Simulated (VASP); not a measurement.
Write the native input for VASP 6.6.1 that does the following.

- Task: relaxation of cell and atoms
- Functional: LDA
- Potentials or basis: VASP PAW LDA potentials, release 64 (Cd, Se)
- Cutoff: 600 eV
- k mesh: 9 × 9 × 4
- Occupations: gaussian, width 0.03 eV
- Spin: no spin polarisation
- Further INCAR settings: ALGO = Normal; EDIFF = 1e-07; IBRION = 2; EDIFFG = -0.005; NSW = 90; ISIF = 3

The structure of CdSe (Cadmoselite) lies in POSCAR:

```
CdSe                                    
1.0
    4.2570318221      0.0000000000     -0.0000000000
   -2.1285159111      3.6866977027      0.0000000000
    0.0000000000     -0.0000000000      6.9619602522
  Cd              Se            
     2     2
Direct
     0.3333333332999970    0.6666666667000030    0.0048410174725498
     0.6666666667000030    0.3333333332999970    0.5048410174725496
     0.3333333332999970    0.6666666667000030    0.3801589825274482
     0.6666666667000030    0.3333333332999970    0.8801589825274484
```

These files were run (other wordings do the same):

INCAR

```
SYSTEM = CdSe
PREC = Accurate
ENCUT = 600
EDIFF = 1E-7
ISMEAR = 0
SIGMA = 0.03
LREAL = .False.
LASPH = .True.
NELM = 80
ALGO = Normal
ISIF = 3
LWAVE = .False.
LCHARG = .False.
IBRION = 2
NSW = 90
EDIFFG = -0.005
KPAR = 2
```

KPOINTS

```
regular mesh
0
Gamma
  9 9 4
  0 0 0
```

Potentials or basis: VASP PAW LDA potentials, release 64 (Cd, Se).

Command:

```console
$ cat potpaw_LDA.64/Cd/POTCAR potpaw_LDA.64/Se/POTCAR > POTCAR
$ mpirun -np 2 vasp_std > vasp.out
```

Results of the run:

```
Relaxed volume                         : 27.32 Å³/atom
Relaxed cell                           : a = 4.258 Å, b = 4.258 Å, c = 6.960 Å, α = 90.00°, β = 90.00°, γ = 120.00°
Space group after relaxing (to 0.05 Å) : P6_3mc (No. 186)
Energy gained by relaxing              : 0.0 meV/atom
Ionic steps                            : 2
Pressure after relaxing                : 0.0 GPa
Band gap on the k mesh                 : 0.48 eV, direct
```

It took 48 s on 2 MPI ranks on Intel(R) Xeon(R) Platinum 8559C (Emerald Rapids) (shared host), peak memory 0.26 GiB a rank.
